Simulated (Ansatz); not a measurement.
Crystal: Li.

```
Li
1.0
     0.00000    2.20200    2.20200
     2.20200    0.00000    2.20200
     2.20200    2.20200    0.00000
Li
1
Direct
  0.00000 0.00000 0.00000
```

This isn't the form of Li at room conditions, which is bcc.

Program: Ansatz 0.2.0. Alike in all runs: cell as given. Hardware: 2 threads of Arm Neoverse V1, with other jobs on the host.

Q: Order these runs on this cell by their wall time, lowest first.
A. task band structure; level r2SCAN+rVV10; potentials or basis PseudoDojo standard; spin off; k mesh 10 × 10 × 10; cutoff (eV) 1007; smearing tetrahedron; driver chain; points for each segment of the path 14
B. task single point; level wPBEh+D3(BJ)+ATM; potentials or basis as the typed override names; spin non-collinear, program default start, SOC; k mesh 7 × 7 × 7; cutoff (eV) 420; smearing cold 0.01 eV; driver calculator; other keys hamiltonian.pseudopotentials = kind paw_fr; …
C. task density of states; level LDA; potentials or basis PseudoDojo LDA; spin off; k mesh 10 × 10 × 10; cutoff (eV) 1007; smearing methfessel-paxton 0.1 eV; driver chain

A: C (2.5 s), A (5.1 s), B (20 s).

Caveats: the meta-GGA runs on potentials made for a GGA (some runs); with tetrahedron occupations forces and stress needn't match the slope of the energy (some runs); the dispersion damping was fitted for another functional or another form of the correction (some runs).
